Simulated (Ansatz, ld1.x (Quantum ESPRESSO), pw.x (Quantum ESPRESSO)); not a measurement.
## pw.x on fcc H: one setting changed

Potential: norm-conserving Troullier–Martins (Kleinman–Bylander form), ld1.x (Quantum ESPRESSO) 7.5, PBE; core none, reference 1s1; waves: 2p channel at 0.4 Ry: rc 1.05 bohr; 1s (bound): rc 1.30 bohr; local part: the s channel; core correction: none.

The reference run (k-mesh 18³, cutoffs 45/180 Ry, Fermi–Dirac 0.01 Ry, mixing_beta 0.4, conv_thr 1e-9, no spin) gives 0.42 GPa at 2.975 Å³/atom, where all-electron LAPW gives -0.20 GPa. This run, with its own iteration cap, changes k-mesh points per axis to 6.

```
&control
  calculation='scf', prefix='x', pseudo_dir='./', outdir='./tmp', tstress=.true., disk_io='none'
/
&system
  ibrav=0, nat=1, ntyp=1, ecutwfc=45, ecutrho=180, nbnd=7,
  occupations='smearing', smearing='fd', degauss=0.01
/
&electrons
  conv_thr=1e-09, mixing_beta=0.4, electron_maxstep=70
/
ATOMIC_SPECIES
H 1.0 H.UPF
CELL_PARAMETERS angstrom
  0.00000000 1.14152561 1.14152561
  1.14152561 0.00000000 1.14152561
  1.14152561 1.14152561 0.00000000
ATOMIC_POSITIONS crystal
H 0.0000 0.0000 0.0000
K_POINTS automatic
6 6 6 0 0 0
```

```bash
pw.x < H.scf.in > H.scf.out
```

Problem. How does the run end?

Solution. It converges in 3 iterations; the free energy moves by +71.7 meV/atom and the pressure by +2.73 GPa.

```
Message from routine setup:
     using ibrav=0 with symmetry is DISCOURAGED, use correct ibrav instead
     lattice parameter (alat)  =       3.0507  a.u.
     unit-cell volume          =      20.0763 (a.u.)^3
     number of electrons       =         1.00
     number of Kohn-Sham states=            7
     kinetic-energy cutoff     =      45.0000  Ry
     charge density cutoff     =     180.0000  Ry
     scf convergence threshold =      1.0E-09
     Exchange-correlation= PBE
     number of k points=    16  Fermi-Dirac smearing, width (Ry)=  0.0100
     iteration #  1     ecut=    45.00 Ry     beta= 0.40
     total energy              =      -1.06881451 Ry
     estimated scf accuracy    <       0.00000373 Ry
     iteration #  2     ecut=    45.00 Ry     beta= 0.40
     total energy              =      -1.06881819 Ry
     estimated scf accuracy    <       0.00000142 Ry
     iteration #  3     ecut=    45.00 Ry     beta= 0.40
     the Fermi energy is     2.6600 ev
!    total energy              =      -1.06881829 Ry
     estimated scf accuracy    <          1.2E-10 Ry
     smearing contrib. (-TS)   =      -0.00114625 Ry
     The total energy is F=E-TS. E is the sum of the following terms:
     one-electron contribution =       0.64258428 Ry
     hartree contribution      =       0.01774701 Ry
     xc contribution           =      -0.66530069 Ry
     ewald contribution        =      -1.06270264 Ry
     convergence has been achieved in   3 iterations
          total   stress  (Ry/bohr**3)                   (kbar)     P=       31.54
     Message from routine punch:
     Nothing written, as per user request (disk_io='none')
```

The run took about 0.2 s on one core of a shared host (Neoverse-V1, 32 threads, 247 GiB, load 16).
